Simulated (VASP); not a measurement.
# Ga (I4/mmm) in VASP: further runs, part 2 of 2

VASP 6.6.1.

## Step 5: Band structure, LMBJ

File POSCAR:

```
Ga
1.0
   -1.3843987196      1.3843987196      2.3112238365
    1.3843987196     -1.3843987196      2.3112238365
    1.3843987196      1.3843987196     -2.3112238365
Ga
1
Direct
    0.0000000000      0.0000000000      0.0000000000
```

File INCAR.step1:

```
SYSTEM = Ga
PREC = Accurate
ENCUT = 520
EDIFF = 1E-5
ISMEAR = -1
SIGMA = 0.05
LREAL = .FALSE.
LASPH = .TRUE.
NELM = 100
ALGO = Normal
ISIF = 2
LWAVE = .TRUE.
LCHARG = .FALSE.
GGA = PE
```

File INCAR.step2:

```
SYSTEM = Ga
PREC = Accurate
ENCUT = 520
EDIFF = 1E-7
ISMEAR = -1
SIGMA = 0.05
LREAL = .FALSE.
LASPH = .TRUE.
NELM = 100
ALGO = Normal
ISIF = 2
LWAVE = .FALSE.
LCHARG = .FALSE.
METAGGA = LMBJ
ISTART = 1
```

File KPOINTS:

```
Automatic mesh
0
G
  13 13 13
  0 0 0
```

File KPOINTS_OPT:

```
path GXYSGZS1NPY1Z,XP
10
line-mode
reciprocal
 0.0000000000  0.0000000000  0.0000000000  G
 0.0000000000  0.0000000000  0.5000000000  X

 0.0000000000  0.0000000000  0.5000000000  X
-0.1793941871  0.1793941871  0.5000000000  Y

-0.1793941871  0.1793941871  0.5000000000  Y
-0.3396970935  0.3396970935  0.3396970935  S

-0.3396970935  0.3396970935  0.3396970935  S
 0.0000000000  0.0000000000  0.0000000000  G

 0.0000000000  0.0000000000  0.0000000000  G
 0.5000000000  0.5000000000 -0.5000000000  Z

 0.5000000000  0.5000000000 -0.5000000000  Z
 0.3396970935  0.6603029065 -0.3396970935  S1

 0.3396970935  0.6603029065 -0.3396970935  S1
 0.0000000000  0.5000000000  0.0000000000  N

 0.0000000000  0.5000000000  0.0000000000  N
 0.2500000000  0.2500000000  0.2500000000  P

 0.2500000000  0.2500000000  0.2500000000  P
 0.5000000000  0.5000000000 -0.1793941871  Y1

 0.5000000000  0.5000000000 -0.1793941871  Y1
 0.5000000000  0.5000000000 -0.5000000000  Z

 0.0000000000  0.0000000000  0.5000000000  X
 0.2500000000  0.2500000000  0.2500000000  P
```

Potentials or basis: VASP PAW PBE potentials, release 64 (Ga_d).

Command:

```bash
> cat potpaw_PBE.64/Ga_d/POTCAR > POTCAR
> cp INCAR.step1 INCAR
> mpirun -np 1 vasp_std > vasp.out
> cp INCAR.step2 INCAR
> mpirun -np 1 vasp_std > vasp.out
```

OUTCAR:

```text
SYSTEM = Ga
   PREC = Accurate
   ENCUT = 520
   EDIFF = 1E-7
   ISMEAR = -1
   LREAL = .FALSE.
   LASPH = .TRUE.
   NELM = 100
   ISIF = 2
   METAGGA = LMBJ
   ISTART = 1

 ion  position               nearest neighbor table
   1  0.000  0.000  0.000-

  LATTYP: Found a body centered tetragonal cell.
 ALAT       =     2.7687974392
 C/A-ratio  =     1.6694784557

  Lattice vectors:

 A1 = (  -1.3843987196,   1.3843987196,   2.3112238365)
 A2 = (   1.3843987196,  -1.3843987196,   2.3112238365)
 A3 = (   1.3843987196,   1.3843987196,  -2.3112238365)

Analysis of symmetry for initial positions (statically):
=====================================================================
 Subroutine PRICEL returns:
 Original cell was already a primitive cell.

 Routine SETGRP: Setting up the symmetry group for a
 body centered tetragonal supercell.

 Subroutine GETGRP returns: Found 16 space group operations
 (whereof 16 operations were pure point group operations)
 out of a pool of 16 trial point group operations.

The static configuration has the point symmetry D_4h.

Analysis of symmetry for dynamics (positions and initial velocities):
=====================================================================
 Subroutine PRICEL returns:
 Original cell was already a primitive cell.

 Routine SETGRP: Setting up the symmetry group for a
 body centered tetragonal supercell.

 Subroutine GETGRP returns: Found 16 space group operations
 (whereof 16 operations were pure point group operations)
 out of a pool of 16 trial point group operations.

The dynamic configuration has the point symmetry D_4h.

 Subroutine INISYM returns: Found 16 space group operations
 (whereof 16 operations are pure point group operations),
 and found     1 'primitive' translations

----------------------------------------------------------------------------------------
[... 114 lines left out ...]
  Thomas-Fermi vector in A             =   2.591062
   LORBIT       =      0    0 simple, 1 ext, 2 COOP (PROOUT), +10 PAW based schemes
   METAGGA = LMBJ    functional components
   LHFCALC =     F    Hartree Fock is set to
   AEXX    =    0.0000 exact exchange contribution
   IVDW    =     0    specifies the selected vdW correction
   LEPSILON=     F    determine dielectric tensor
   LRPA    =     F    only Hartree local field effects (RPA)
 non-spin polarized calculation
  energy-cutoff  :      520.00
  volume of cell :       17.72
 maximum number of plane-waves:       487
   NGX = 11   NGY = 11   NGZ = 11

 number of electron      12.9999997 magnetization

 Free energy of the ion-electron system (eV)
  ---------------------------------------------------
  ext. energy  EPLUGINS =         0.00000000
  ---------------------------------------------------
  free energy    TOTEN  =       104.50599567 eV

  energy without entropy =      104.50879695  energy(sigma->0) =      104.50739631

 E-fermi :   6.1047     XC(G=0): -13.2961

 val. band max:        6.0893516258   @ k =  -0.1538  -0.3846   0.0769
 cond. band min:       6.1381275557   @ k =  -0.3077  -0.3846   0.0769
 fundamental gap:      0.0487759300
 Fermi energy:         6.1047250568

 k-point     1 :       0.0000    0.0000    0.0000
  band No.  band energies     occupation
      1      -9.7327      2.00000
      2      -9.5760      2.00000
      3      -9.5416      2.00000
      4      -9.5413      2.00000
      5      -9.3828      2.00000
      6      -5.3636      2.00000
      7      19.2053      0.00000
      8      19.3291      0.00000
      9      19.3295      0.00000
     10      21.9837      0.00000
[... 287 lines left out ...]
 k-point    24 :       0.4615    0.1538   -0.0000
  band No.  band energies     occupation
      1      -9.6646      2.00000
      2      -9.6117      2.00000
      3      -9.5410      2.00000
      4      -9.4360      2.00000
      5      -9.3498      2.00000
      6       1.8168      2.00000
      7       2.5455      2.00000
      8      12.7087      0.00000
      9      14.4642      0.00000
     10      18.1661      0.00000

 [... further k-points ...]

------------------------ aborting loop because EDIFF is reached ----------------------------------------

  FORCE on cell =-STRESS in cart. coord.  units (eV):
  Direction    XX          YY          ZZ          XY          YZ          ZX
  --------------------------------------------------------------------------------------
  -------------------------------------------------------------------------------------
  Total      -86.0377615    -86.0377615    -85.4107457      0.0000000     -0.0000000      0.0000000
  in kB    -7779.9231626  -7779.9231626  -7723.2255631      0.0000000     -0.0000000      0.0000000
  external PRESSURE =   -7761.0239628 kB  Pullay stress =       0.0000000 kB

 VOLUME and BASIS-vectors are now :
 -----------------------------------------------------------------------------
  energy-cutoff  :      520.00
  volume of cell :       17.72
      direct lattice vectors                 reciprocal lattice vectors
    -1.384398720  1.384398720  2.311223836     0.000000000  0.361167627  0.216335602
     1.384398720 -1.384398720  2.311223836     0.361167627  0.000000000  0.216335602
     1.384398720  1.384398720 -2.311223836     0.361167627  0.361167627  0.000000000

 POSITION                                       TOTAL-FORCE (eV/Angst)
 -----------------------------------------------------------------------------------
      0.00000      0.00000      0.00000         0.000000      0.000000     -0.000000
 -----------------------------------------------------------------------------------
    total drift:                                0.000000      0.000000     -0.000000

  FREE ENERGIE OF THE ION-ELECTRON SYSTEM (eV)
  ---------------------------------------------------
  free  energy   TOTEN  =       104.5059956721 eV

  energy  without entropy=      104.5087969516  energy(sigma->0) =      104.50739631
```

Wall time 41 s (1 thread of Intel Xeon 6975P-C (Granite Rapids), shared host); peak memory 0.19 GiB.

What came out:

- Band gap along the path: none (metal or under the smearing width)

Levels at the corners of the path, in eV from the Fermi level:
```tsv
point	band 5	band 6	band 7	band 8	band 9	band 10
Γ	-15.24	-11.49	13.09	13.22	13.22	15.90
X	-15.11	-2.01	-0.78	3.78	5.18	7.98
X	-15.11	-2.01	-0.78	3.78	5.18	7.98
Y	-15.25	-1.21	-0.52	0.50	1.38	14.39
Y	-15.25	-1.21	-0.52	0.50	1.38	14.39
S	-15.25	-2.96	-1.65	-1.52	9.45	12.37
S	-15.25	-2.96	-1.65	-1.52	9.45	12.37
Γ	-15.24	-11.49	13.09	13.22	13.22	15.87
Γ	-15.24	-11.49	13.09	13.22	13.22	15.86
Z	-15.20	-4.41	-3.94	7.25	7.25	10.14
Z	-15.20	-4.41	-3.94	7.25	7.25	10.14
S1	-15.25	-2.96	-1.65	-1.52	9.45	12.37
S1	-15.25	-2.96	-1.65	-1.52	9.45	12.37
N	-15.20	-4.82	-4.24	8.02	11.84	12.76
N	-15.20	-4.82	-4.24	8.02	11.84	12.76
P	-15.11	-0.11	-0.07	-0.07	2.33	13.83
P	-15.11	-0.11	-0.07	-0.07	2.33	13.83
Y1	-15.25	-1.21	-0.52	0.50	1.38	14.39
Y1	-15.25	-1.21	-0.52	0.50	1.38	14.39
Z	-15.20	-4.41	-3.94	7.25	7.25	10.14
X	-15.11	-2.01	-0.78	3.78	5.18	7.98
P	-15.11	-0.11	-0.07	-0.07	2.33	13.83
```

Caveat: the PAW data sets were made with another functional, which shifts forces and pressure a little.

## Step 6: Band structure, LAK

File INCAR:

```
SYSTEM = Ga
  PREC = Accurate
  ENCUT = 520
  EDIFF = 1E-7
  ISMEAR = -1
  SIGMA = 0.05
  LREAL = .False.
  LASPH = .True.
  NELM = 100
  ALGO = Normal
  ISIF = 2
  LWAVE = .False.
  LCHARG = .False.
  METAGGA = LAK
  LMIXTAU = .True.
  NBANDS = 12
```

File KPOINTS:

```
regular mesh
0
Gamma
  13 13 13
  0 0 0
```

POSCAR is that of step 5.

KPOINTS_OPT is that of step 5.

Potentials or basis: VASP PAW PBE potentials, release 64 (Ga_d).

Command:

```bash
> cat potpaw_PBE.64/Ga_d/POTCAR > POTCAR
> mpirun -np 1 vasp_std > vasp.out
```

Run time: 1.8 min. Hardware: 1 thread of Intel Xeon 6975P-C (Granite Rapids), shared host; peak memory 0.19 GiB.

Results (log left out):

- Free energy: 13.7002 eV
- Pressure: 2.5 GPa
- Band gap along the path: none (metal or under the smearing width)

Stress tensor (GPa, compression positive):
```
2.70 0.00 0.00
0.00 2.70 0.00
0.00 0.00 2.17
```

Levels at the corners of the path, in eV from the Fermi level:
```
point  band 3  band 4  band 5  band 6  band 7  band 8  band 9  band 10  band 11  band 12
    Γ  -15.42  -15.42  -15.23  -12.29   14.16   14.25   14.25    17.18    17.26    18.38
    X  -15.26  -15.24  -15.07   -2.35   -0.48    4.04    5.72     8.30     8.78    27.42
    X  -15.26  -15.24  -15.07   -2.35   -0.48    4.04    5.72     8.30     8.78    27.45
    Y  -15.30  -15.30  -15.24   -1.00   -0.73    0.48    1.60    15.57    15.95    26.64
    Y  -15.30  -15.30  -15.24   -1.00   -0.73    0.48    1.60    15.57    15.95    26.64
    S  -15.41  -15.29  -15.24   -2.93   -1.86   -1.66   10.17    13.38    25.09    26.01
    S  -15.41  -15.29  -15.24   -2.93   -1.86   -1.66   10.17    13.38    25.09    26.01
    Γ  -15.42  -15.42  -15.23  -12.29   14.16   14.25   14.25    17.18    17.26    18.38
    Γ  -15.42  -15.42  -15.23  -12.29   14.16   14.25   14.25    17.18    17.26    18.38
    Z  -15.20  -15.20  -15.18   -4.51   -4.34    7.80    7.80    10.59    12.64    35.47
    Z  -15.20  -15.20  -15.18   -4.51   -4.34    7.80    7.80    10.59    12.64    35.50
   S1  -15.41  -15.29  -15.24   -2.93   -1.86   -1.66   10.17    13.38    25.09    26.02
   S1  -15.41  -15.29  -15.24   -2.93   -1.86   -1.66   10.17    13.38    25.09    26.03
    N  -15.40  -15.24  -15.18   -5.01   -4.61    8.68   12.64    13.79    17.25    18.05
    N  -15.40  -15.24  -15.18   -5.01   -4.61    8.68   12.64    13.79    17.25    18.05
    P  -15.48  -15.30  -15.07   -0.24   -0.24    0.29    2.65    14.92    15.94    15.94
    P  -15.48  -15.30  -15.07   -0.24   -0.24    0.29    2.65    14.92    15.94    15.94
   Y1  -15.30  -15.30  -15.24   -1.00   -0.73    0.48    1.60    15.57    15.95    26.64
   Y1  -15.30  -15.30  -15.24   -1.00   -0.73    0.48    1.60    15.57    15.95    26.64
    Z  -15.20  -15.20  -15.18   -4.51   -4.34    7.80    7.80    10.59    12.64    35.51
    X  -15.26  -15.24  -15.07   -2.35   -0.48    4.04    5.72     8.30     8.78    27.42
    P  -15.48  -15.30  -15.07   -0.24   -0.24    0.29    2.65    14.92    15.94    15.94
```

Caveat: the PAW data sets were made with another functional, which shifts forces and pressure a little.

## Step 7: For comparison

An earlier run on the cell as given: functional PBEsol; potentials or basis VASP PAW PBE potentials, release 64 (Ga_d); cutoff 520 eV; k mesh 13 × 13 × 13; occupations fermi-dirac, width 0.05 eV; no spin polarisation.

* Pressure: -0.2 GPa
* Band gap on the k mesh: none (metal or under the smearing width)

## Step 8: Summary

| task | level | potentials or basis | spin | cell | k mesh | cutoff (eV) | ladder | other keys | pressure (GPa) |
| --- | --- | --- | --- | --- | --- | --- | --- | --- | --- |
| electric field gradients | PBE+TS-HI | VASP PAW PBE potentials, release 64 (Ga_d_GW) | SOC, no magnetisation | cell strained at random at fixed volume | 10 × 10 × 10 | 550 | - | IMIX = 1; AMIX = 0.2; LASPH = no | -3.3 |
| band structure | TB-mBJ | VASP PAW PBE potentials, release 64 (Ga_d) | off | as given | 13 × 13 × 13 | 520 | - | - | - |
| band structure | TB-mBJ | VASP PAW PBE potentials, release 64 (Ga_d) | SOC, no magnetisation | as given | 10 × 10 × 10 | 520 | - | - | - |
| band structure | LMBJ | VASP PAW PBE potentials, release 64 (Ga_d) | off | as given | 13 × 13 × 13 | 520 | - | - | - |
| band structure | LAK | VASP PAW PBE potentials, release 64 (Ga_d) | off | as given | 13 × 13 × 13 | 520 | - | - | 2.5 |
| single point | PBEsol | VASP PAW PBE potentials, release 64 (Ga_d) | off | as given | 13 × 13 × 13 | 520 | free | - | -0.2 |

Alike in all rows: smearing fermi-dirac 0.05 eV.

Caveats: the PAW data sets were made with another functional, which shifts forces and pressure a little (some runs).

Absolute energies hang on the potentials; compare differences alone.
